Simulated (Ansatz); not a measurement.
# C: from a guess to a relaxed structure, part 2 of 2

The task: take a trial cell of C to zero force and stress.

Ansatz 0.2.0; DFT PBE, scalar-relativistic, plane waves, PAW. Earlier steps stand in the parts before.

## Step 4: Full relaxation

The end of the coarse run is made exact in the group found at a tolerance of 0.06 Å and reduced to its primitive cell.

File input.yaml:

```yaml
crystal:
  lattice:
    - [-2.4500546151, 2.4500546151, 2.4500546151]
    - [2.4500546151, -2.4500546151, 2.4500546151]
    - [2.4500546151, 2.4500546151, -2.4500546151]
  atoms:
    - { symbol: C, position: [0.625, 0.25, 0.875] }
    - { symbol: C, position: [0.875, 0.625, 0.25] }
    - { symbol: C, position: [0.75, 0.625, 0.875] }
    - { symbol: C, position: [0.25, 0.875, 0.625] }
    - { symbol: C, position: [0.875, 0.75, 0.625] }
    - { symbol: C, position: [0.625, 0.875, 0.75] }
basis:
  ecutwfc: 420
kpoints:
  mp_grid: { grid: [12, 12, 12] }
hamiltonian:
  xc: pbe
scf:
  occupations: { method: gaussian, width: 0.1 }
output:
  forces: true
  stress: true
  eigenvalues: true
  write_density: true
  write_potential: true
  elf: true
  volumetric_format: npy
relax:
  adjacent_minimum: "off"
  f_tol: 0.01
  max_steps: 80
  cell: { stress_tol: 0.05 }
```

Launch:

```bash
$ ansatz run input.yaml --threads 1 --pin off --max-ram 2048MiB --backend cpu --events-out ev --progress --plain --runs-dir out
```

Standard output:

```text
Warning: RAYON_NUM_THREADS=1 ignored (pool sized by the plan → 1); use --threads N
Engine: ansatz 0.2.0, x86_64-unknown-linux-gnu
Pseudopotentials: kind: paw
Pseudopotential: C, paw, valence charge 4, recommended cutoff 420 eV (normal), C.paw.azcp
Functional definition: PBE
  parameter kappa = 0.804
  parameter beta = 0.06672455060314922
  exchange = pbe_x(kappa = kappa, mu = beta*pi^2/3)
  correlation = pbe_c(beta = beta)
Crystal: 6 atoms, lattice volume = 58.828 Å³
Basis set: ecut = 420 eV, 1157 PW (Γ), exchange–correlation on 60×60×60 points (8 copies of the dense FFT grid, shifted against one another)
Bands: 18, of which v1, the nominal top of the filled ones, is band 12 counted from 1 (11 counted from 0)
Symmetry: 24 space group operations
Space group: I4132 (ITA 214), of the structure as read, at distance tolerance 3.9e-5 Å
k-points: 72 of 1728 (time reversal used)
Non-local potential: C, projectors of the file, l = 0: 2, l = 1: 2, l = 2: 1
PAW form: soft (Blöchl's): semilocal exchange-correlation on the pseudo side does not see the compensation charge
PAW one-centre angular grid: C, 110 points (default); XC on 64 Gauss nodes
Initial density: superposition of atomic densities (neutral atoms: chi_scale 0, normalization atom), corrected by the library's trained network
Initial wavefunctions: pseudopotential atomic-orbital guess
Functional: x = pbe(κ = 0.804, μ = 0.2195149727645171), c = pbe(β = 0.06672455060314922)
SCF iter   1: F=—  HF=-1496.702193 eV  |F-HF|=—  |Δ(HF+E_count)|=         —  Δρ=1.53e-2  dr2=1.16e-1  ethr=1.77e-3  ⟨swp⟩=5.5  Hψ=6785  notcnv=0  defer=24
preconditioner: auto → none  [metal: Δε(μ)=0.072 eV  Ē_g=14.835 eV  σ=0.100 eV  W_gap=0.38  n_scr=12 (ndim 8)  ℏωp=23.7 eV  f_vac=0.181  D(μ)=0.56/eV (n_scr^D=0)  sad-step TF]
SCF iter   2: F=—  HF=-1496.679532 eV  |F-HF|=—  |Δ(HF+E_count)|=   2.27e-2  Δρ=8.81e-3  dr2=4.66e-2  ethr=4.84e-4  ⟨swp⟩=1.9  Hψ=1968  notcnv=0  defer=67
SCF iter   3: F=—  HF=-1496.664284 eV  |F-HF|=—  |Δ(HF+E_count)|=   1.52e-2  Δρ=1.07e-3  dr2=3.91e-4  ethr=1.94e-4  ⟨swp⟩=2.0  Hψ=2351  notcnv=0  defer=67
SCF iter   4: F=—  HF=-1496.664405 eV  |F-HF|=—  |Δ(HF+E_count)|=   1.20e-4  Δρ=1.37e-4  dr2=1.18e-5  ethr=1.63e-6  ⟨swp⟩=2.3  Hψ=1980  notcnv=0  defer=67
SCF iter   5: F=—  HF=-1496.664397 eV  |F-HF|=—  |Δ(HF+E_count)|=   8.29e-6  Δρ=2.62e-5  dr2=1.62e-7  ethr=4.90e-8  ⟨swp⟩=2.4  Hψ=2018  notcnv=0  defer=83
SCF iter   6: F=-1496.664397 eV  HF=-1496.664397 eV  |F-HF|=4.96e-10  |Δ(HF+E_count)|=   1.49e-8  Δρ=1.94e-6  dr2=7.21e-10  ethr=4.17e-10  ⟨swp⟩=14.3  Hψ=9251  notcnv=0
SCF 1 converged in 6 iterations: F = -1496.664397 eV  dr2 = 7.21e-10
relax step   1: F+E_penalty+E_count = -1496.66439659 eV  Δ(F+E_penalty+E_count) = +0.000e0 eV  max|allowed force component| = 5.397e-17 eV/Å  Δτ_max = 0.0000 Å  P = -0.098 GPa  Ω = 58.828 Å³  (6 SCF iters, dr2 threshold 1.00e-7 eV, accepted)
Crystal: 6 atoms, lattice volume = 58.814 Å³
Initial density: handed on by an earlier stage of this run
Initial wavefunctions: those handed on with the density
iter 1 solved again at ethr=8.34e-9 eV; its pass at ethr=3.10e-3 eV (dr2=2.00e-6 eV) is discarded
SCF iter   1: F=—  HF=-1496.664453 eV  |F-HF|=—  |Δ(HF+E_count)|=         —  Δρ=4.77e-5  dr2=1.89e-6  ethr=8.34e-9  ⟨swp⟩=1.1  Hψ=8345  notcnv=0
preconditioner: auto → none  [metal: Δε(μ)=0.072 eV  Ē_g=14.936 eV  σ=0.100 eV  W_gap=0.39  n_scr=12 (ndim 8)  ℏωp=23.7 eV  f_vac=0.159  D(μ)=0.54/eV (n_scr^D=0)]
SCF iter   2: F=—  HF=-1496.664448 eV  |F-HF|=—  |Δ(HF+E_count)|=   4.88e-6  Δρ=9.82e-6  dr2=8.57e-8  ethr=7.88e-9  ⟨swp⟩=2.5  Hψ=2098  notcnv=0
SCF iter   3: F=-1496.664448 eV  HF=-1496.664448 eV  |F-HF|=1.07e-9  |Δ(HF+E_count)|=   2.25e-8  Δρ=2.06e-6  dr2=1.58e-9  ethr=9.99e-11  ⟨swp⟩=8.0  Hψ=7178  notcnv=0
SCF 2 converged in 3 iterations: F = -1496.664448 eV  dr2 = 1.58e-9
relax step   2: F+E_penalty+E_count = -1496.66444797 eV  Δ(F+E_penalty+E_count) = -5.138e-5 eV  max|allowed force component| = 6.515e-17 eV/Å  Δτ_max = 0.0000 Å  P = -0.045 GPa  Ω = 58.814 Å³  energy of the carried Pulay correction = +4.495e-5 eV  (3 SCF iters, dr2 threshold 2.40e-8 eV, accepted)
Initial wavefunctions: pseudopotential atomic-orbital guess (no wavefunctions were taken with the density)
iter 1 solved again at ethr=2.57e-8 eV; its pass at ethr=3.10e-3 eV (dr2=6.16e-6 eV) is discarded
SCF iter   1: F=—  HF=-1496.664362 eV  |F-HF|=—  |Δ(HF+E_count)|=         —  Δρ=3.52e-6  dr2=2.40e-9  ethr=2.57e-8  ⟨swp⟩=3.4  Hψ=10634  notcnv=0
SCF iter   2: F=—  HF=-1496.664357 eV  |F-HF|=—  |Δ(HF+E_count)|=   4.23e-6  Δρ=1.64e-6  dr2=5.49e-10  ethr=1.00e-11  ⟨swp⟩=3.0  Hψ=2588  notcnv=0
SCF iter   3: F=-1496.664357 eV  HF=-1496.664357 eV  |F-HF|=2.27e-12  |Δ(HF+E_count)|=  6.48e-10  Δρ=1.49e-7  dr2=4.52e-12  ethr=1.00e-12  ⟨swp⟩=6.4  Hψ=7657  notcnv=0
SCF 3 converged in 3 iterations: F = -1496.664357 eV  dr2 = 4.52e-12
relax step   3: F+E_penalty+E_count = -1496.66435727 eV  Δ(F+E_penalty+E_count) = +9.070e-5 eV  max|allowed force component| = 5.368e-17 eV/Å  Δτ_max = 0.0000 Å  P = -0.047 GPa  Ω = 58.814 Å³  stress off target by 4.68e-2 GPa  SCF on the basis re-selected at this cell (its energy is not comparable with the rows above)  (3 SCF iters)
basis re-selected at this cell: Δ(F+E_penalty+E_count) = +9.070e-5 eV, ΔP = -0.001 GPa vs the last step (what re-selecting the basis moved, of the pressure what is left beyond the Pulay correction that the steps carried, after the strain that the cell walked since its last selection, with what the two solves' SCF thresholds leave and, on support functions, any second-order correction that the steps lacked; it is no measure of the basis error at this ecutwfc). This SCF's stress stands 4.68e-2 GPa from its target on what of the cell is left free (relax.cell.stress_tol is 5.00e-2 GPa) and its largest allowed force component is 5.37e-17 eV/Å (relax.f_tol is 1.00e-2 eV/Å): within both
SCF converged after 3 iterations
Free energy (F): -1496.664357 eV
Harris-Foulkes:  -1496.664357 eV  (|F-HF|=2.27e-12)
Internal energy: -1496.661672 eV  (E = F + TS)
E sigma→0 (E₀):  -1496.663015 eV
Entropy (-TS):   -0.002685 eV (-0.447 meV/atom)
Fermi energy:    6.124949 eV
--- Per-component energies (eV) ---
  E_band       = -74.786820
  E_kinetic    = 547.036740
  E_local      = -1061.830401  (includes V_loc(G=0)·N_el)
  E_nonlocal   = 159.803187
  E_hartree    = 337.612161
  E_xc         = -286.588973
  E_vxc        = -354.899851  (∫ρ·V_xc dr)
  E_paw        = -595.441085  (= ΣΔE_a)
  E_vpaw       = -40.120842  (= ΣTr[D̂ρ^β])
  E_aug_tail   = 0.000056  (compensation charges beyond the density's cutoff)
  E_ewald      = -597.253357
  E_smearing   = -0.002685  (= −TS)
  E_closure    = -0.000000  (closes the sum)
  Σ components = -1496.664357   (vs F -1496.664357, Δ=0.00e0)
--- Forces (eV/Å), atoms counted from 1 ---
  atom   1  C     -0.00000000     0.00000000     0.00000000
  atom   2  C     -0.00000000     0.00000000    -0.00000000
  atom   3  C     -0.00000000     0.00000000    -0.00000000
  atom   4  C     -0.00000000    -0.00000000     0.00000000
  atom   5  C     -0.00000000     0.00000000    -0.00000000
  atom   6  C     -0.00000000    -0.00000000    -0.00000000
  max |Σ_I F_I| component: 5.11e-16 eV/Å
--- Stress (GPa, compression-positive) ---
       -0.046815      -0.000000      -0.000000
        0.000000      -0.046815       0.000000
       -0.000000       0.000000      -0.046815
  P = ⅓ Tr σ = -0.0468 GPa (-0.468 kbar)
--- Band table (eV; the first three rows and the last of 72) ---
  k-point 0: bands = ["-14.3501", "-9.5360", "-9.5360", "-9.5360", "-1.9694", "-1.9694", "-0.9402", "-0.9402", "-0.9402", "3.3526", "3.3526", "3.3526", "9.8770", "10.2802", "13.1662", "13.1662", "13.1662", "16.1241"]
  k-point 1: bands = ["-14.3107", "-10.0274", "-9.5469", "-9.0918", "-2.1068", "-1.9832", "-0.9368", "-0.9364", "-0.6899", "3.0263", "3.2833", "3.7531", "10.0270", "10.3995", "11.9431", "12.9536", "14.1281", "15.5080"]
  k-point 2: bands = ["-14.1948", "-10.5436", "-9.5766", "-8.7137", "-2.3365", "-2.0461", "-0.9238", "-0.8907", "-0.1327", "2.7869", "3.0941", "4.1895", "10.4625", "10.4749", "10.9111", "12.3689", "14.6624", "14.9106"]
  k-point 71: bands = ["-12.0908", "-12.0908", "-12.0908", "-6.7235", "-2.6834", "-2.6834", "-2.6834", "1.7076", "1.7076", "1.7076", "3.9601", "6.8860", "6.8860", "9.9242", "9.9242", "9.9242", "16.0849", "16.0849"]
--- Relaxed structure (2 steps of the walk, 2 accepted, 1 SCFs on fresh bases) ---
  F+E_penalty+E_count = -1496.66435727 eV   max|allowed force component| = 5.368e-17 eV/Å   (the final SCF, on the basis selected at the relaxed cell)
  cell:  # Å, volume = 58.8141 Å³
    - [-2.449855167535864, 2.449855167535864, 2.449855167535864]
    - [2.449855167535864, -2.449855167535864, 2.449855167535864]
    - [2.449855167535864, 2.449855167535864, -2.449855167535864]
  atoms:
    - { symbol: C, position: [0.6250000000000001, 0.24999999999999997, 0.8750000000000001] }
    - { symbol: C, position: [0.8750000000000001, 0.6250000000000001, 0.25] }
    - { symbol: C, position: [0.7500000000000001, 0.6250000000000002, 0.875] }
    - { symbol: C, position: [0.25000000000000006, 0.8750000000000001, 0.6250000000000001] }
    - { symbol: C, position: [0.875, 0.75, 0.6250000000000001] }
    - { symbol: C, position: [0.6250000000000001, 0.875, 0.75] }
```

Run time: 16 s. Hardware: 1 thread of Intel Xeon Platinum 8375C at 2.90GHz (Ice Lake), shared host; peak memory 0.43 GiB.

The steps of the relaxation:

```csv
step,energy from step 1 (eV/cell),largest force component (eV/Å),pressure (GPa),volume (Å³)
1,0.0000,0.0000,-0.10,58.83
2,-0.0001,0.0000,-0.05,58.81
3,0.0000,0.0000,-0.05,58.81
```

Step 1 is the start. Step 3 repeats the geometry before it on a plane-wave basis chosen anew for that cell, so its energy need not be comparable with the rows above.

Lengths and angles in the start's conventional setting:

|  | before | after | change |
| --- | --- | --- | --- |
| a (Å) | 4.900 | 4.900 | 0.0 % |
| b (Å) | 4.900 | 4.900 | 0.0 % |
| c (Å) | 4.900 | 4.900 | 0.0 % |
| volume (Å³/atom) | 9.80 | 9.80 | 0.0 % |
| shortest distance (Å) | 1.500 | 1.500 | 0.0 % |
| space group (0.01 Å) | I4_132 | I4_132 | same |

Forces and stress were held to the start's 24 operations: a distortion of lower symmetry was not tested.

The maps below are laid out on this run's own conventional cell (a, b, c = 4.900, 4.900, 4.900 Å).

Density in a lattice plane of the grid's cell (edges 4.90 and 4.90 Å, at 0.000 of the third edge), which holds C.

Values in e/Å³, 12 rows by 12 columns:
```
0.30 0.13 0.05 0.02 0.02 0.03 0.06 0.18 0.55 1.05 1.06 0.63
0.72 0.25 0.07 0.02 0.01 0.01 0.03 0.11 0.39 1.07 1.69 1.40
1.04 0.31 0.08 0.02 0.01 0.01 0.02 0.09 0.33 1.07 1.78 1.77
0.72 0.25 0.07 0.02 0.01 0.01 0.03 0.11 0.39 1.07 1.70 1.40
0.30 0.13 0.05 0.02 0.02 0.03 0.06 0.18 0.55 1.05 1.06 0.63
0.12 0.06 0.03 0.02 0.03 0.06 0.12 0.30 0.72 1.04 0.72 0.30
0.06 0.03 0.02 0.02 0.05 0.13 0.30 0.63 1.06 1.05 0.55 0.18
0.03 0.01 0.01 0.02 0.07 0.25 0.72 1.40 1.70 1.07 0.39 0.11
0.02 0.01 0.01 0.02 0.08 0.31 1.04 1.77 1.78 1.07 0.33 0.09
0.03 0.01 0.01 0.02 0.07 0.25 0.72 1.40 1.70 1.07 0.39 0.11
0.06 0.03 0.02 0.02 0.05 0.13 0.30 0.63 1.06 1.05 0.55 0.18
0.12 0.06 0.03 0.02 0.03 0.06 0.12 0.30 0.72 1.04 0.72 0.30
```
Columns run along the first of these edges and rows up along the second, over one cell in 12 and 12 even steps from the bottom left corner. Atoms in the plane (fractional): C at (0.88, 0.75), C at (0.62, 0.25).

ELF in the same plane.

Ten even steps from ' ' (0.00) to '@' (0.88):
```
::......                  ..--++##%%%%%%%%**==::
==--::..                  ..--**%%@@@@@@@@##**==
**++--::..                ..--++##@@@@@@%%**++**
##**==::..                  ::==**%%%%##==::::++
####++--..                  ..--++####++..  ..++
##**==::..                  ::==**%%%%##==::--++
**++--::..                ..--++##@@@@@@%%**++**
==--::..                  ..--**%%@@@@@@@@##**==
::......                  ..--++##%%%%%%%%**==::
..                      ....--++**######**++--..
                  ......::::==**%%%%%%%%##++--..
                  ..::--====**##@@@@@@@@%%**--..
                ..::--++****++**%%@@@@@@##++--..
                ..::==**##++--::==##%%%%**==::  
                ..--++####++..  ..++####++--..  
                ..::==**##++--::==##%%%%**==..  
                ..::--++****++**%%@@@@@@##++--..
                  ..::--====**##@@@@@@@@%%**--..
                  ......::::==**%%%%%%%%##++--..
..                      ....--++**######**++--..
```
Columns run along the first of these edges and rows up along the second, over one cell in 24 and 20 even steps from the bottom left corner. Atoms in the plane (fractional): C at (0.88, 0.75), C at (0.62, 0.25).

Both are smooth fields of the valence electrons: close to the nuclei they are not physical.

Outside the cores ELF peaks at 0.91 between the atoms, 0.8 Å from C; 0.91 on the C–C line, 0.7 Å from C.

## Step 5: Changing settings: eigensolver.kind davidson

File input.yaml:

```yaml
crystal:
  lattice:
    - [-2.4498551675, 2.4498551675, 2.4498551675]
    - [2.4498551675, -2.4498551675, 2.4498551675]
    - [2.4498551675, 2.4498551675, -2.4498551675]
  atoms:
    - { symbol: C, position: [0.625, 0.25, 0.875] }
    - { symbol: C, position: [0.875, 0.625, 0.25] }
    - { symbol: C, position: [0.75, 0.625, 0.875] }
    - { symbol: C, position: [0.25, 0.875, 0.625] }
    - { symbol: C, position: [0.875, 0.75, 0.625] }
    - { symbol: C, position: [0.625, 0.875, 0.75] }
basis:
  ecutwfc: 420
kpoints:
  mp_grid: { grid: [12, 12, 12] }
hamiltonian:
  xc: pbe
scf:
  occupations: { method: gaussian, width: 0.1 }
  eigensolver: { kind: davidson }
output:
  forces: true
  eigenvalues: true
  stress: true
```

Launch:

```bash
$ ansatz run input.yaml --threads 1 --pin off --max-ram 2048MiB --backend cpu --events-out ev --progress --plain --runs-dir out
```

Standard output, cut to the lines that bear on the results:

```text
Warning: RAYON_NUM_THREADS=1 ignored (pool sized by the plan → 1); use --threads N
[...]
[... 3 set-up lines as earlier in the session ...]
[...]
Crystal: 6 atoms, lattice volume = 58.814 Å³
Basis set: ecut = 420 eV, 1157 PW (Γ), exchange–correlation on 60×60×60 points (8 copies of the dense FFT grid, shifted against one another)
Bands: 18, of which v1, the nominal top of the filled ones, is band 12 counted from 1 (11 counted from 0)
[... 2 set-up lines as earlier in the session ...]
k-points: 72 of 1728 (time reversal used)
[...]
SCF iter   1: F=—  HF=-1496.701872 eV  |F-HF|=—  |Δ(HF+E_count)|=         —  Δρ=1.53e-2  dr2=1.17e-1  ethr=1.77e-3  ⟨swp⟩=11.1  Hψ=6953  notcnv=0
[...]
SCF converged after 6 iterations
Free energy (F): -1496.664357 eV
[...]
E sigma→0 (E₀):  -1496.663015 eV
Entropy (-TS):   -0.002685 eV (-0.447 meV/atom)
Fermi energy:    6.124939 eV
[...]
--- Forces (eV/Å), atoms counted from 1 ---
  atom   1  C     -0.00000000     0.00000000     0.00000000
  atom   2  C     -0.00000000    -0.00000000    -0.00000000
  atom   3  C     -0.00000000     0.00000000    -0.00000000
  atom   4  C     -0.00000000    -0.00000000    -0.00000000
  atom   5  C     -0.00000000     0.00000000    -0.00000000
  atom   6  C     -0.00000000     0.00000000    -0.00000000
[...]
--- Stress (GPa, compression-positive) ---
       -0.047025       0.000000      -0.000000
       -0.000000      -0.047025       0.000000
       -0.000000       0.000000      -0.047025
  P = ⅓ Tr σ = -0.0470 GPa (-0.470 kbar)
--- Band table (eV; the first three rows and the last of 72) ---
  k-point 0: bands = ["-14.3501", "-9.5360", "-9.5360", "-9.5360", "-1.9694", "-1.9694", "-0.9403", "-0.9403", "-0.9403", "3.3526", "3.3526", "3.3526", "9.8770", "10.2802", "13.1662", "13.1662", "13.1662", "16.1241"]
[...]
```

Run time: 6.5 s. Hardware: 1 thread of Intel Xeon Platinum 8375C at 2.90GHz (Ice Lake), shared host; peak memory 0.35 GiB.

```
    run     ending  energy change  pressure (GPa)  gap (eV)  force (eV/Å)  cycles   time
 step 4  converged              0             0.0      0.00          0.00       -   16 s
variant  converged   0.0 meV/atom             0.0      0.00          0.00       6  6.5 s
```

With the changed solver the energy agrees within 0.5 meV/atom.

## Step 6: Summary of results

What follows sums up all 2 parts. Changes of volume or cell count from the first structure of part 1.

```
                              quantity                                                                      value
symmetry at the end (tolerance 0.05 Å)                                               space group I4_132 (No. 214)
                     conventional cell  a = 4.900 Å, b = 4.900 Å, c = 4.900 Å, α = 90.00°, β = 90.00°, γ = 90.00°
                                volume                                                               9.80 Å³/atom
        energy over the standard state                                                              +1.50 eV/atom
                       gap on the mesh                                                               none (metal)
```

**Reading.** The space group I4_132 (No. 214) is kept, and the volume per atom shrinks by 3.9 % from the first guess. It lies above the element's standard state, so it is metastable at best. No finished test with a distortion of lower symmetry is shown, so the end may be a saddle point.
